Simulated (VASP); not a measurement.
# InPd (Fm-3m) in VASP: settings compared

Aim: see how the results for InPd move with the level of theory and the settings. Levels: PBEsol, RPBE, revPBE, BLYP, AM05. Tasks: relaxation of cell and atoms.

Everything below comes from runs of VASP 6.6.1. Logs are shortened: lines on timing, memory, paths and dates and some standing lists are left out, and cuts for length are marked.

## Step 1: The structure

Symmetry: Fm-3m, No. 225, cubic system. The conventional cell has a = 5.492 Å, b = 5.492 Å, c = 5.492 Å, α = 90.00°, β = 90.00°, γ = 90.00°. In (site symmetry m-3m) has 6 Pd at 2.75 Å as nearest neighbours. Around Pd (site symmetry m-3m) lie 6 In at 2.75 Å.

The cell was built by a generator and needn't be a form met in nature.

## Step 2: Relaxation of cell and atoms, PBEsol

The input, INCAR:

```
PREC = Accurate ; ENCUT = 600
EDIFF = 1E-7 ; ISMEAR = -1
SIGMA = 0.05 ; LREAL = F
LASPH = T ; NELM = 80
ALGO = Fast ; ISIF = 3
LWAVE = F ; LCHARG = F
GGA = PS ; IBRION = 2
NSW = 60 ; EDIFFG = -0.005
```

The input, KPOINTS:

```
Automatic mesh
0
Gamma
  8 8 8
```

The input, POSCAR:

```
InPd
1.0
    0.0000000000      2.7460700000      2.7460700000
    2.7460700000      0.0000000000      2.7460700000
    2.7460700000      2.7460700000      0.0000000000
In Pd
1 1
Direct
    0.0000000000      0.0000000000      0.0000000000
    0.5000000000      0.5000000000      0.5000000000
```

Potentials or basis: VASP PAW PBE potentials, release 64 (In_d, Pd).

Launch:

```sh
$ cat potpaw_PBE.64/In_d/POTCAR potpaw_PBE.64/Pd/POTCAR > POTCAR
$ mpirun -np 1 vasp_std > vasp.out
```

OUTCAR:

```text
PREC = Accurate
   ENCUT = 600
   EDIFF = 1E-7
   ISMEAR = -1
   LREAL = F
   LASPH = T
   NELM = 80
   ISIF = 3
   GGA = PS
   IBRION = 2
   NSW = 60
   EDIFFG = -0.005

 ion  position               nearest neighbor table
   1  0.000  0.000  0.000-   2 2.75   2 2.75   2 2.75   2 2.75   2 2.75   2 2.75
   2  0.500  0.500  0.500-   1 2.75   1 2.75   1 2.75   1 2.75   1 2.75   1 2.75

  LATTYP: Found a face centered cubic cell.
 ALAT       =     5.4921400000

  Lattice vectors:

 A1 = (   0.0000000000,   2.7460700000,   2.7460700000)
 A2 = (   2.7460700000,   0.0000000000,   2.7460700000)
 A3 = (   2.7460700000,   2.7460700000,   0.0000000000)

Analysis of symmetry for initial positions (statically):
=====================================================================
 Subroutine PRICEL returns:
 Original cell was already a primitive cell.

 Routine SETGRP: Setting up the symmetry group for a
 face centered cubic supercell.

 Subroutine GETGRP returns: Found 48 space group operations
 (whereof 48 operations were pure point group operations)
 out of a pool of 48 trial point group operations.

The static configuration has the point symmetry O_h .

Analysis of symmetry for dynamics (positions and initial velocities):
=====================================================================
 Subroutine PRICEL returns:
 Original cell was already a primitive cell.

 Routine SETGRP: Setting up the symmetry group for a
 face centered cubic supercell.

 Subroutine GETGRP returns: Found 48 space group operations
 (whereof 48 operations were pure point group operations)
 out of a pool of 48 trial point group operations.

The dynamic configuration has the point symmetry O_h .

 Subroutine INISYM returns: Found 48 space group operations
 (whereof 48 operations are pure point group operations),
 and found     1 'primitive' translations

----------------------------------------------------------------------------------------

                                     Primitive cell

  volume of cell :      41.4157

  direct lattice vectors                    reciprocal lattice vectors
     0.000000000  2.746070000  2.746070000    -0.182078388  0.182078388  0.182078388
     2.746070000  0.000000000  2.746070000     0.182078388 -0.182078388  0.182078388
     2.746070000  2.746070000  0.000000000     0.182078388  0.182078388 -0.182078388

  length of vectors
     3.883529437  3.883529437  3.883529437     0.315369020  0.315369020  0.315369020

  position of ions in fractional coordinates (direct lattice)
     0.000000000  0.000000000  0.000000000
     0.500000000  0.500000000  0.500000000

  ion indices of the primitive-cell ions
   primitive index   ion index
                 1           1
                 2           2

----------------------------------------------------------------------------------------

 KPOINTS: Automatic mesh

Automatic generation of k-mesh.
 Grid dimensions read from file:
 generate k-points for:    8    8    8

 Generating k-lattice:

  Cartesian coordinates                     Fractional coordinates (reciprocal lattice)
    -0.022759799  0.022759799  0.022759799     0.125000000  0.000000000  0.000000000
     0.022759799 -0.022759799  0.022759799     0.000000000  0.125000000  0.000000000
     0.022759799  0.022759799 -0.022759799     0.000000000  0.000000000  0.125000000

  Length of vectors
     0.039421127  0.039421127  0.039421127

  Shift w.r.t. Gamma in fractional coordinates (k-lattice)
     0.000000000  0.000000000  0.000000000

 Subroutine IBZKPT returns following result:
 ===========================================

 Found     29 irreducible k-points:

 Following reciprocal coordinates:
            Coordinates               Weight
  0.000000  0.000000  0.000000      1.000000
  0.125000  0.000000  0.000000      8.000000
  0.250000  0.000000  0.000000      8.000000
  0.375000  0.000000  0.000000      8.000000
  0.500000  0.000000  0.000000      4.000000
  0.125000  0.125000  0.000000      6.000000
[... 16 lines left out ...]
  0.500000  0.250000  0.125000     48.000000
 -0.375000  0.250000  0.125000     24.000000
 [... further k-points ...]
   k-points           NKPTS =     29   k-points in BZ     NKDIM =     29   number of bands    NBANDS=     15
   number of dos      NEDOS =    301   number of ions     NIONS =      2
   total plane-waves  NPLWV =  32768
   dimension x,y,z NGX =    32 NGY =   32 NGZ =   32
   dimension x,y,z NGXF=    64 NGYF=   64 NGZF=   64
   ions per type =               1   1
   NGX,Y,Z   is equivalent  to a cutoff of  13.70, 13.70, 13.70 a.u.
   NGXF,Y,Z  is equivalent  to a cutoff of  27.40, 27.40, 27.40 a.u.
 SYSTEM =  unknown system
   PREC   = accura    normal or accurate (medium, high low for compatibility)
   ISTART =      0    job   : 0-new  1-cont  2-samecut
   ICHARG =      2    charge: 1-file 2-atom 10-const
   ISPIN  =      1    spin polarized calculation?
   LNONCOLLINEAR =      F non collinear calculations
   LSORBIT =      F    spin-orbit coupling
   LASPH  =      T    aspherical Exc in radial PAW
   ENCUT  =  600.0 eV  44.10 Ry    6.64 a.u.   7.76  7.76  7.76*2*pi/ulx,y,z
   NELM   =     80;   NELMIN=  2; NELMDL= -5     # of ELM steps
   EDIFF  = 0.1E-06   stopping-criterion for ELM
   LREAL  =      F    real-space projection
   EDIFFG = -.5E-02   stopping-criterion for IOM
   NSW    =     60    number of steps for IOM
   IBRION =      2    ionic relax: 0-MD 1-quasi-New 2-CG
   NFREE  =      1    steps in history (QN), initial steepest desc. (CG)
   ISIF   =      3    stress and relaxation
   ISYM   =      2    0-nonsym 1-usesym 2-fastsym
   POTIM  = 0.5000    time-step for ionic-motion
   TEBEG  =    0.0;   TEEND  =   0.0 temperature during run
   PSTRESS=    0.0 pullay stress
   NELECT =      23.0000    total number of electrons
   NUPDOWN=      -1.0000    fix difference up-down
   EMIN   =  10.00;   EMAX   =-10.00  energy-range for DOS
   EFERMI =   0.00;   METHOD = LEGACY
   ISMEAR =    -1;   SIGMA  =   0.05  broadening in eV -4-tet -1-fermi 0-gaus
   EFERMI_NEDOS =   21; number of points for ismear=-14 and -15
   IALGO  =     68    algorithm
   IMIX   =      4    mixing-type and parameters
     AMIX     =   0.40;   BMIX     =  1.00
     AMIX_MAG =   1.60;   BMIX_MAG =  1.00
  volume/ion in A,a.u.               =      20.71       139.74
  Fermi-wavevector in a.u.,A,eV,Ry     =   1.345641  2.542893 24.636741  1.810749
  Thomas-Fermi vector in A             =   2.473537
   LORBIT       =      0    0 simple, 1 ext, 2 COOP (PROOUT), +10 PAW based schemes
   GGA     = PS    functional components
   LHFCALC =     F    Hartree Fock is set to
   AEXX    =    0.0000 exact exchange contribution
   IVDW    =     0    specifies the selected vdW correction
   LEPSILON=     F    determine dielectric tensor
   LRPA    =     F    only Hartree local field effects (RPA)
 conjugate gradient relaxation of ions
 non-spin polarized calculation
 RMM-DIIS sequential band-by-band and
  energy-cutoff  :      600.00
  volume of cell :       41.42
 maximum number of plane-waves:      1411
   NGX = 15   NGY = 15   NGZ = 15

--------------------------------------- Ionic step        1  -------------------------------------------

 number of electron      22.9999996 magnetization

 Free energy of the ion-electron system (eV)
  ---------------------------------------------------
  ext. energy  EPLUGINS =         0.00000000
  ---------------------------------------------------
  free energy    TOTEN  =        -9.40669708 eV

  energy without entropy =       -9.39688853  energy(sigma->0) =       -9.40179281

------------------------ aborting loop because EDIFF is reached ----------------------------------------

  FORCE on cell =-STRESS in cart. coord.  units (eV):
  Direction    XX          YY          ZZ          XY          YZ          ZX
  --------------------------------------------------------------------------------------
  -------------------------------------------------------------------------------------
  Total       -1.2806227     -1.2806227     -1.2806227      0.0000000      0.0000000      0.0000000
  in kB      -49.5412528    -49.5412528    -49.5412528      0.0000000      0.0000000      0.0000000
  external PRESSURE =     -49.5412528 kB  Pullay stress =       0.0000000 kB

 VOLUME and BASIS-vectors are now :
 -----------------------------------------------------------------------------
  energy-cutoff  :      600.00
  volume of cell :       41.42
      direct lattice vectors                 reciprocal lattice vectors
     0.000000000  2.746070000  2.746070000    -0.182078388  0.182078388  0.182078388
     2.746070000  0.000000000  2.746070000     0.182078388 -0.182078388  0.182078388
     2.746070000  2.746070000  0.000000000     0.182078388  0.182078388 -0.182078388
[... 145 lines left out ...]
 POSITION                                       TOTAL-FORCE (eV/Angst)
 -----------------------------------------------------------------------------------
      2.69787      2.69787      0.00000        -0.000000      0.000000      0.000000
      2.69787      2.69787      2.69787         0.000000     -0.000000     -0.000000
 -----------------------------------------------------------------------------------
    total drift:                                0.000000     -0.000000     -0.000000

  FREE ENERGIE OF THE ION-ELECTRON SYSTEM (eV)
  ---------------------------------------------------
  free  energy   TOTEN  =        -9.4419145654 eV

  energy  without entropy=       -9.4329705217  energy(sigma->0) =       -9.43744254

--------------------------------------- Ionic step        6  -------------------------------------------

 number of electron      23.0000004 magnetization

 Free energy of the ion-electron system (eV)
  ---------------------------------------------------
  ext. energy  EPLUGINS =         0.00000000
  ---------------------------------------------------
  free energy    TOTEN  =        -9.44192789 eV

  energy without entropy =       -9.43299358  energy(sigma->0) =       -9.43746074

 E-fermi :   8.7428     XC(G=0): -11.6754

 val. band max:        8.6209512857   @ k =   0.5000   0.2500   0.1250
 cond. band min:       8.7451722299   @ k =   0.5000   0.5000   0.0000
 fundamental gap:      0.1242209442
 Fermi energy:         8.7428084832

 k-point     1 :       0.0000    0.0000    0.0000
  band No.  band energies     occupation
      1      -5.8828      2.00000
      2      -5.8828      2.00000
      3      -5.7626      2.00000
      4      -5.7626      2.00000
      5      -5.7626      2.00000
      6      -0.5051      2.00000
      7       5.7040      2.00000
      8       5.7040      2.00000
      9       5.7040      2.00000
     10       5.9891      2.00000
     11       5.9891      2.00000
     12      14.2739      0.00000
     13      14.2739      0.00000
     14      14.2739      0.00000
     15      17.4001      0.00000
[... 397 lines left out ...]
 k-point    24 :      -0.3750    0.2500    0.1250
  band No.  band energies     occupation
      1      -5.8386      2.00000
      2      -5.7824      2.00000
      3      -5.7165      2.00000
      4      -5.6765      2.00000
      5      -5.6229      2.00000
      6       2.9857      2.00000
      7       4.1679      2.00000
      8       5.1157      2.00000
      9       5.1599      2.00000
     10       6.1443      2.00000
     11       6.6196      2.00000
     12       7.3484      2.00000
     13      11.9528      0.00000
     14      12.1460      0.00000
     15      17.3133      0.00000

 [... further k-points ...]

------------------------ aborting loop because EDIFF is reached ----------------------------------------

  FORCE on cell =-STRESS in cart. coord.  units (eV):
  Direction    XX          YY          ZZ          XY          YZ          ZX
  --------------------------------------------------------------------------------------
  -------------------------------------------------------------------------------------
  Total        0.0091324      0.0091324      0.0091324     -0.0000000     -0.0000000      0.0000000
  in kB        0.3729112      0.3729112      0.3729112     -0.0000000     -0.0000000      0.0000000
  external PRESSURE =       0.3729112 kB  Pullay stress =       0.0000000 kB

 VOLUME and BASIS-vectors are now :
 -----------------------------------------------------------------------------
  energy-cutoff  :      600.00
  volume of cell :       39.24
      direct lattice vectors                 reciprocal lattice vectors
     0.000000000  2.697034358  2.697034358    -0.185388814  0.185388814  0.185388814
     2.697034358 -0.000000000  2.697034358     0.185388814 -0.185388814  0.185388814
     2.697034358  2.697034358 -0.000000000     0.185388814  0.185388814 -0.185388814

 POSITION                                       TOTAL-FORCE (eV/Angst)
 -----------------------------------------------------------------------------------
      2.69703     -0.00000      2.69703        -0.000000      0.000000      0.000000
      2.69703      2.69703      2.69703         0.000000     -0.000000     -0.000000
 -----------------------------------------------------------------------------------
    total drift:                                0.000000     -0.000000      0.000000

  FREE ENERGIE OF THE ION-ELECTRON SYSTEM (eV)
  ---------------------------------------------------
  free  energy   TOTEN  =        -9.4419278904 eV

  energy  without entropy=       -9.4329935841  energy(sigma->0) =       -9.43746074

 reached required accuracy - stopping structural energy minimisation
```

Wall time 97 s (1 thread of AMD EPYC 9R45 (Zen 5), shared host); peak memory 0.17 GiB.

What came out:

```
Free energy                            : -9.4419 eV
Relaxed volume                         : 19.62 Å³/atom
Relaxed cell                           : a = 3.814 Å, b = 3.814 Å, c = 3.814 Å, α = 60.00°, β = 60.00°, γ = 60.00°
Space group after relaxing (to 0.05 Å) : Fm-3m (No. 225)
Energy gained by relaxing              : 17.6 meV/atom
Ionic steps                            : 6
Pressure after relaxing                : 0.0 GPa
Band gap on the k mesh                 : none (metal or under the smearing width)
```

Step by step:
| step | energy change (eV) | largest force (eV/Å) | pressure (GPa) | volume (Å³) |
| --- | --- | --- | --- | --- |
| 1 | 0.0000 | 0.0000 | -4.95 | 41.42 |
| 2 | -0.0142 | 0.0000 | 4.58 | 37.69 |
| 3 | -0.0352 | 0.0000 | -0.06 | 39.25 |
| 4 | -0.0352 | 0.0000 | 0.11 | 39.21 |
| 5 | -0.0352 | 0.0000 | -0.18 | 39.27 |
| 6 | -0.0352 | 0.0000 | 0.04 | 39.24 |

Final structure:
```
CELL_PARAMETERS angstrom
0.00000 2.69703 2.69703
2.69703 0.00000 2.69703
2.69703 2.69703 0.00000
ATOMIC_POSITIONS crystal
In 0.00000 0.00000 0.00000
Pd 0.50000 0.50000 0.50000
```

Caveat: the PAW data sets were made with another functional, which shifts forces and pressure a little.

## Step 3: Relaxation of cell and atoms, RPBE

Changes to INCAR since step 2:

```diff
@@ -6,3 +6,3 @@
 LWAVE = F ; LCHARG = F
-GGA = PS ; IBRION = 2
+GGA = RP ; IBRION = 2
 NSW = 60 ; EDIFFG = -0.005
```

KPOINTS is that of step 2.

POSCAR is that of step 2.

Potentials or basis: VASP PAW PBE potentials, release 64 (In_d, Pd).

Launch:

```sh
$ cat potpaw_PBE.64/In_d/POTCAR potpaw_PBE.64/Pd/POTCAR > POTCAR
$ mpirun -np 1 vasp_std > vasp.out
```

Wall time 58 s (1 thread of AMD EPYC 9R45 (Zen 5), shared host); peak memory 0.16 GiB.

It converged, with:

```
Free energy                            : -7.3369 eV
Relaxed volume                         : 21.49 Å³/atom
Relaxed cell                           : a = 3.932 Å, b = 3.932 Å, c = 3.932 Å, α = 60.00°, β = 60.00°, γ = 60.00°
Space group after relaxing (to 0.05 Å) : Fm-3m (No. 225)
Energy gained by relaxing              : 7.1 meV/atom
Ionic steps                            : 3
Pressure after relaxing                : 0.0 GPa
Band gap on the k mesh                 : none (metal or under the smearing width)
```

Step by step:
```csv
step,energy change (eV),largest force (eV/Å),pressure (GPa),volume (Å³)
1,0.0000,0.0000,3.06,41.42
2,-0.0105,0.0000,-1.38,43.83
3,-0.0143,0.0000,0.03,42.97
```

Final structure:
```
In Pd
1.0
     0.00000    2.78009    2.78009
     2.78009    0.00000    2.78009
     2.78009    2.78009    0.00000
In Pd
1 1
Direct
  0.00000 0.00000 0.00000
  0.50000 0.50000 0.50000
```

Levels at points of the mesh, in eV from the Fermi level:
| k point | band 8 | band 9 | band 10 | band 11 | band 12 | band 13 | band 14 | band 15 |
| --- | --- | --- | --- | --- | --- | --- | --- | --- |
| (0.00, 0.00, 0.00) | -2.71 | -2.71 | -2.50 | -2.50 | 5.30 | 5.30 | 5.30 | 8.77 |
| (0.50, 0.00, 0.00) | -3.41 | -3.41 | -2.34 | -2.34 | -1.32 | 7.07 | 7.08 | 7.17 |
| (0.50, 0.50, 0.00) | -2.37 | -2.30 | -2.15 | -2.15 | -0.08 | 1.51 | 1.51 | 4.41 |

Caveat: the PAW data sets were made with another functional, which shifts forces and pressure a little.

## Step 4: Relaxation of cell and atoms, revPBE

Changes to INCAR since step 3:

```diff
@@ -6,3 +6,3 @@
 LWAVE = F ; LCHARG = F
-GGA = RP ; IBRION = 2
+GGA = RE ; IBRION = 2
 NSW = 60 ; EDIFFG = -0.005
```

KPOINTS is that of step 3.

POSCAR is that of step 3.

Launch:

```sh
$ cat potpaw_PBE.64/In_d/POTCAR potpaw_PBE.64/Pd/POTCAR > POTCAR
$ mpirun -np 1 vasp_std > vasp.out
```

Run time: 73 s. Hardware: 1 thread of AMD EPYC 9R45 (Zen 5), shared host; peak memory 0.17 GiB.

The run converged. Its results:

```yaml
Free_energy: -7.5180 eV
Relaxed_volume: 21.28 Å³/atom
Relaxed_cell: a = 3.919 Å, b = 3.919 Å, c = 3.919 Å, α = 60.00°, β = 60.00°, γ = 60.00°
Space_group_after_relaxing_to_0.05_Å: Fm-3m (No. 225)
Energy_gained_by_relaxing: 3.9 meV/atom
Ionic_steps: 6
Pressure_after_relaxing: 0.0 GPa
Band_gap_on_the_k_mesh: none (metal or under the smearing width)
```

The path:
| step | energy change (eV) | largest force (eV/Å) | pressure (GPa) | volume (Å³) |
| --- | --- | --- | --- | --- |
| 1 | 0.0000 | 0.0000 | 2.28 | 41.42 |
| 2 | -0.0054 | 0.0000 | -1.13 | 43.21 |
| 3 | -0.0078 | 0.0000 | 0.05 | 42.55 |
| 4 | -0.0078 | 0.0000 | -0.05 | 42.57 |
| 5 | -0.0078 | 0.0000 | 0.04 | 42.54 |
| 6 | -0.0078 | 0.0000 | -0.01 | 42.56 |

Final structure:
```
In Pd
1.0
     0.00000    2.77106    2.77106
     2.77106    0.00000    2.77106
     2.77106    2.77106    0.00000
In Pd
1 1
Direct
  0.00000 0.00000 0.00000
  0.50000 0.50000 0.50000
```

Levels at points of the mesh, in eV from the Fermi level:
```csv
k point,band 8,band 9,band 10,band 11,band 12,band 13,band 14,band 15
"(0.00, 0.00, 0.00)",-2.74,-2.74,-2.52,-2.52,5.32,5.32,5.32,8.77
"(0.50, 0.00, 0.00)",-3.45,-3.45,-2.37,-2.37,-1.34,7.13,7.13,7.20
"(0.50, 0.50, 0.00)",-2.41,-2.32,-2.17,-2.17,-0.07,1.50,1.50,4.47
```

Caveat: the PAW data sets were made with another functional, which shifts forces and pressure a little.

(Part 1 of 2 ends here.)
